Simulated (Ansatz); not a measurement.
Set up this calculation in Ansatz 0.2.0, as the native input.

| Item | Value |
| --- | --- |
| Task | relaxation of cell and atoms |
| Functional | PBEsol |
| Potentials or basis | all-electron LAPW, scalar-relativistic |
| Basis error allowed | 0.002 eV/atom |
| k mesh | 9 × 9 × 9 |
| Occupations | fermi-dirac, width 0.05 eV |
| Spin | no spin polarisation |

Crystal: CuO.

```xyz
2
Lattice="0.0000 2.1166 2.1166 2.1166 0.0000 2.1166 2.1166 2.1166 0.0000" Properties=species:S:1:pos:R:3 pbc="T T T"
Cu    1.9814    1.9843    0.1219
O     2.2518    2.2488    1.9946
```

The cell comes from a database or a generator and needn't be the stable form of this composition.

The input as run:

input.yaml

```yaml
crystal:
  lattice:
    - [0.0, 2.11656, 2.11656]
    - [2.11656, 0.0, 2.11656]
    - [2.11656, 2.11656, 0.0]
  atoms:
    - { symbol: Cu, position: [0.02949772, 0.02810087, 0.90802599] }
    - { symbol: O, position: [0.47050228, 0.47189913, 0.59197401] }
kpoints:
  mp_grid: { grid: [9, 9, 9] }
scf:
  occupations: { method: fermi_dirac, width: 0.05 }
hamiltonian:
  xc: pbesol
  pseudopotentials: { kind: all_electron, lapw: { basis_error: 0.002 } }
output:
  forces: true
  stress: true
relax:
  f_tol: 0.005
  max_steps: 60
  cell: {}
```

Potentials or basis: all-electron LAPW, scalar-relativistic.

Run with:

```bash
$ ansatz run input.yaml --threads 1 --pin off --max-ram 3072MiB --backend cpu --events-out ev --progress --plain --runs-dir out
```

Results of the run:

| Quantity | Value |
| --- | --- |
| Relaxed volume | 9.09 Å³/atom |
| Relaxed cell | a = 2.951 Å, b = 2.951 Å, c = 2.952 Å, α = 60.00°, β = 60.00°, γ = 60.00° |
| Space group after relaxing (to 0.05 Å) | Fm-3m (No. 225) |
| Energy gained by relaxing | 196.7 meV/atom |
| Ionic steps | 8 |
| Pressure after relaxing | 0.0 GPa |

Caveat: the k mesh is thin for a metal, which can move the energy by tens of meV per atom; the run has no spin polarisation, though such a crystal can be magnetic.

Wall time 6.4 min on 1 thread of Arm Neoverse V2, with other jobs on the host, peak memory 0.75 GiB.
